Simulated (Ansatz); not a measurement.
# Al2Cu: tests of the settings

The task here is to estimate one member of a computed series from the others.

Method: DFT r2SCAN, scalar-relativistic, plane waves, PAW, in Ansatz 0.2.0.

2 further runs of the same task are left out: 2 for a known fault of the program. Runs told in other sessions of the task aren't counted.

### The structure to begin with

It takes space group P4/mmm (No. 123, tetragonal). The conventional cell has a = 4.105 Å, b = 4.105 Å, c = 2.891 Å, α = 90.00°, β = 90.00°, γ = 90.00°. Al (site symmetry mmm) is surrounded by 4 Cu at 2.51 Å. Cu (site symmetry 4/mmm) has 8 Al at 2.51 Å in its first shell of neighbours.

Coordinates:

```xyz
3
Lattice="4.1052 0.0000 0.0000 0.0000 4.1052 0.0000 0.0000 0.0000 2.8913" Properties=species:S:1:pos:R:3 pbc="T T T"
Al    2.0526    0.0000    1.4457
Al    0.0000    2.0526    1.4457
Cu    0.0000    0.0000    0.0000
```

Source of the structure: the Materials Project (structure only). It is taken as it stands there.

Set-up of the first run:

input.yaml reads:

```yaml
crystal:
  lattice:
    - [4.105182, 0.0, 0.0]
    - [0.0, 4.105182, 0.0]
    - [0.0, 0.0, 2.891313]
  atoms:
    - { symbol: Al, position: [0.5, 0.0, 0.5] }
    - { symbol: Al, position: [0.0, 0.5, 0.5] }
    - { symbol: Cu, position: [0.0, 0.0, 0.0] }
basis:
  ecutwfc: 500
kpoints:
  mp_grid: { grid: [4, 4, 6] }
hamiltonian:
  xc: r2scan
scf:
  occupations: { method: gaussian, width: 0.1 }
output:
  forces: true
  stress: true
  eigenvalues: true
```

Launch:

```
$ ansatz run input.yaml --threads 1 --pin off --max-ram 2560MiB --backend cpu --events-out ev --progress --plain --runs-dir out
```

Among the steps run: Quick check of gap, pressure and forces; The base run; Plane-wave cutoff: 150 eV; Plane-wave cutoff set to 200 eV; Plane-wave cutoff: 250 eV; Plane-wave cutoff set to 300 eV; Plane-wave cutoff set to 350 eV; Plane-wave cutoff: 380 eV; Plane-wave cutoff: 460 eV; Plane-wave cutoff set to 520 eV; Plane-wave cutoff set to 600 eV; Plane-wave cutoff set to 700 eV; Plane-wave cutoff: 850 eV.

One table of the session follows, with a row left open; its other results are not shown here.

It belongs to the step «The sweep of the plane-wave cutoff side by side». 

```
cutoff (eV)  ΔE (meV/atom)  pressure (GPa)
        150          30227           16.92
        200           5402           -2.10
        250            915           -0.55
        300            112           -1.51
        350           9.90           -2.10
        380              ?               ?
        460           1.11           -2.16
        500           0.67           -2.16
        520           0.54           -2.16
        600           0.31           -2.16
        700           0.17           -2.16
        850           0.00           -2.16
```

**Question.** Estimate the row for cutoff (eV) = 380.

Worked estimate for «ΔE (meV/atom)». A straight line through the neighbours (350, 9.90) and (460, 1.11) gives 9.90 + (1.11 − 9.90) × (380 − 350) / (460 − 350) = 7.50; a parabola fitted to 4 rows on both sides gives -3.80.

The run gave: ΔE (meV/atom): 3.67; pressure (GPa): -2.16. In «ΔE (meV/atom)» the line misses by +3.83 and the parabola by -7.47. Between these rows the values bend or scatter more than so simple an estimate can follow.

Limits of these values: Warnings in the runs' records: cutoff below recommended.
